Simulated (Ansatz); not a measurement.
# TiSe2: the cost of one run

Computed with Ansatz 0.2.0 (DFT LDA, scalar-relativistic, plane waves, PAW, unless a step's input says otherwise).

A COD entry behind a cell of this session may itself be a prediction, so a difference from it is no test against experiment.

## Step 1: The structure to begin with

Symmetry: P-3m1, No. 164, trigonal system. The conventional cell has a = 3.439 Å, b = 3.439 Å, c = 5.799 Å, α = 90.00°, β = 90.00°, γ = 120.00°. Ti (site symmetry -3m) has 6 Se at 2.51 Å as nearest neighbours. Se (site symmetry 3m) is surrounded by 3 Ti at 2.51 Å.

Coordinates:

```
CELL_PARAMETERS angstrom
3.43859 0.00000 0.00000
-1.71930 2.97791 0.00000
0.00000 0.00000 5.79925
ATOMIC_POSITIONS crystal
Ti 0.00000 0.00000 0.00000
Se 0.33333 0.66667 0.26520
Se 0.66667 0.33333 0.73480
```

## Step 2: Bands and density of states at the final cell

File input.yaml:

```yaml
crystal:
  lattice:
    - [3.4385903701, 0.0, 0.0]
    - [-1.7192951851, 2.9779066137, 0.0]
    - [0.0, 0.0, 5.7992453357]
  atoms:
    - { symbol: Ti, position: [0.0, 0.0, 0.0] }
    - { symbol: Se, position: [0.3333333333, 0.6666666667, 0.2652047852] }
    - { symbol: Se, position: [0.6666666667, 0.3333333333, 0.7347952148] }
basis:
  ecutwfc: 420
  ecutrho_ratio: 4
kpoints:
  mp_grid: { grid: [12, 12, 6] }
  band_path:
    path:
      - [[0.0, 0.0, 0.0], [0.5, 0.0, 0.0], [0.33333333, 0.33333333, 0.0], [0.0, 0.0, 0.0], [0.0, 0.0, 0.5], [0.5, 0.0, 0.5], [0.33333333, 0.33333333, 0.5], [0.0, 0.0, 0.5]]
      - [[0.5, 0.0, 0.5], [0.5, 0.0, 0.0]]
      - [[0.33333333, 0.33333333, 0.5], [0.33333333, 0.33333333, 0.0]]
    npoints: 14
hamiltonian:
  xc: lda
scf:
  occupations: { method: gaussian, width: 0.05 }
  n_extra_bands: 13
output:
  forces: true
  stress: true
  eigenvalues: true
  populations: true
  dos: { projected: true, de: 0.02, nscf_kmesh: { grid: [18, 18, 9] } }
  bader: true
```

On the command line:

```bash
$ ansatz run input.yaml --threads 4 --pin off --max-ram 10240MiB --backend cpu --events-out ev --progress --plain --runs-dir out
```

Q: Estimate wall time and peak memory on 4 threads of Intel Xeon Platinum 8488C (Sapphire Rapids), shared host.

About 14 s, with a peak of 0.64 GiB.
